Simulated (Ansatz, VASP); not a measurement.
One calculation of ZnS, 3 ways

The starting cell:

```
Zn S
1.0
     3.81200    0.00000    0.00000
    -1.90600    3.30129    0.00000
     0.00000    0.00000   18.68999
Zn S
6 6
Cartesian
  0.0000 2.2009 15.5749
  1.9060 1.1004 6.2299
  1.9060 1.1004 12.4601
  0.0000 2.2009 3.1151
  0.0000 0.0000 9.3450
  0.0000 0.0000 0.0000
  0.0000 2.2009 17.9112
  1.9060 1.1004 8.5662
  1.9060 1.1004 14.7963
  0.0000 2.2009 5.4513
  0.0000 0.0000 11.6812
  0.0000 0.0000 2.3362
```

Alike in all runs: task relaxation of cell and atoms; functional PBE; k mesh 8 × 8 × 2; occupations fermi-dirac, width 0.05 eV; no spin polarisation; no spin-orbit coupling.

```json
{"program and potentials": "Ansatz, Ansatz PAW", "plane-wave cutoff (eV)": "420", "notes": "-", "equilibrium volume (Å³/atom)": "20.16"}
{"program and potentials": "VASP, PBE PAW files S, Zn, release 54, 600 eV", "plane-wave cutoff (eV)": "600", "notes": "-", "equilibrium volume (Å³/atom)": "20.21"}
{"program and potentials": "VASP, PBE PAW files S, Zn, 600 eV", "plane-wave cutoff (eV)": "600", "notes": "-", "equilibrium volume (Å³/atom)": "20.21"}
```

The equilibrium volume spans 20.16 (Ansatz, Ansatz PAW) to 20.21 Å³/atom (VASP, PBE PAW files S, Zn, release 54, 600 eV). Relaxations stop with a little pressure left, so the last digit of a volume isn't settled.

The functional is the same throughout but for its coding, so the spread measures potentials, basis and numerics; runs on potential files found faulty are left out.

The three runs describe essentially the same equilibrium density for this six-layer (6H) polytype of ZnS, and the two VASP potential sets agree to the printed precision. All three volumes lie above that of the starting cell. Expansion relative to experiment is the familiar behaviour of PBE in tetrahedral semiconductors: its gradient correction tends to weaken the bonding slightly, leaving the polar-covalent Zn–S bonds somewhat too long. Agreement between the codes therefore supports the reproducibility of the PBE volume, not its accuracy against measurement.

The slightly smaller Ansatz value may reflect the construction of its potentials or its lower plane-wave cutoff, which the comparison doesn't separate. The volume is probably governed mainly by the nearest-neighbour bonds within the tetrahedral network, since changing the stacking between zincblende-like and wurtzite-like sequences leaves that local bonding almost intact. For the same reason, close agreement in volume says little about the small energy differences that decide which polytype is preferred.
